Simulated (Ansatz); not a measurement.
# Si2S: the cost of one run

Computed with Ansatz 0.2.0 (DFT PBE, scalar-relativistic, plane waves, PAW, unless a step's input says otherwise).

2 further runs of the same task are left out: 2 set aside as unsound or not needed.

## (1) The system as given

The structure is hexagonal, space group P6_3/mmc (No. 194). Conventional cell: a = 3.388 Å, b = 3.388 Å, c = 11.805 Å, α = 90.00°, β = 90.00°, γ = 120.00°. Around Hf (site symmetry 3m) lie 3 S at 2.63 Å. S (site symmetry -6m2) has 6 Hf at 2.63 Å as nearest neighbours.

Structure file:

```xyz
6
Lattice="3.3882 0.0000 0.0000 -1.6941 2.9342 0.0000 0.0000 0.0000 11.8050" Properties=species:S:1:pos:R:3 pbc="T T T"
Hf    1.6941    0.9781   10.6174
Hf    0.0000    1.9562    4.7149
Hf    1.6941    0.9781    7.0902
Hf    0.0000    1.9562    1.1876
S     0.0000    0.0000    8.8538
S     0.0000    0.0000    2.9513
```

It goes back to an entry of the Materials Project, which need not be the stable form.

It is the result of an earlier relaxation at this level (volume 19.56 Å³/atom; gap on the mesh: none (metal)).

## (2) Hf → Si: the starting cell

The start of Si2S: fractional positions of relaxed Hf2S, cell scaled by 0.802, a guess from tabulated radii.

## (3) Probe: one point at the start (Si2S)

input.yaml

```yaml
crystal:
  lattice:
    - [2.715978913, 0.0, 0.0]
    - [-1.3579894565, 2.3521067348, 0.0]
    - [0.0, 0.0, 9.462974248]
  atoms:
    - { symbol: Si, position: [0.6666666667, 0.3333333333, 0.8993957694] }
    - { symbol: Si, position: [0.3333333333, 0.6666666667, 0.3993957694] }
    - { symbol: Si, position: [0.6666666667, 0.3333333333, 0.6006042306] }
    - { symbol: Si, position: [0.3333333333, 0.6666666667, 0.1006042306] }
    - { symbol: S, position: [0.0, 0.0, 0.75] }
    - { symbol: S, position: [0.0, 0.0, 0.25] }
basis:
  ecutwfc: 420
kpoints:
  mp_grid: { grid: [6, 6, 2] }
hamiltonian:
  xc: pbe
scf:
  occupations: { method: gaussian, width: 0.1 }
output:
  forces: true
  stress: true
  eigenvalues: true
```

Launch:

```bash
> ansatz run input.yaml --threads 1 --pin off --max-ram 2560MiB --backend cpu --events-out ev --progress --plain --runs-dir out
```

**Question.** How long does this run take on 1 thread of Intel Xeon at 2.70GHz, shared host, and how much memory does it need?

About 1.8 s, with a peak of 0.33 GiB.
